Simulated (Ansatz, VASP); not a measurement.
## Rb: VASP beside Ansatz

```xyz
2
Lattice="4.9798 0.0000 0.0000 -2.4899 4.3126 0.0000 0.0000 0.0000 8.1336" Properties=species:S:1:pos:R:3 pbc="T T T"
Rb    0.0000    2.8751    6.1002
Rb    2.4899    1.4375    2.0334
```

Alike in both runs: functional r2SCAN; k mesh 10 × 10 × 6; occupations gaussian, width 0.05 eV; no spin polarisation.

Ansatz relaxed the structure, and its values are those at the end. VASP's run is a single point on that final structure, the one shown.

|  | VASP | Ansatz |
| --- | --- | --- |
| version | VASP 6.6.1 | Ansatz 0.2.0 |
| potentials or method | VASP PAW PBE potentials, release 64 (Rb_sv) | scalar-relativistic, plane waves, PAW |
| plane-wave cutoff (eV) | 520 | 500 |
| valence electrons in the cell | 18 | 18 |

```csv
,VASP,Ansatz,Ansatz less VASP
gap on the k mesh at the Fermi level (eV),none,none,-
pressure (GPa),0.3,0.3,-0.01
```

A gap of «none» marks a metal or a gap that the smearing closes.

Caveats: the PAW data sets were made with another functional, which shifts forces and pressure a little (VASP).
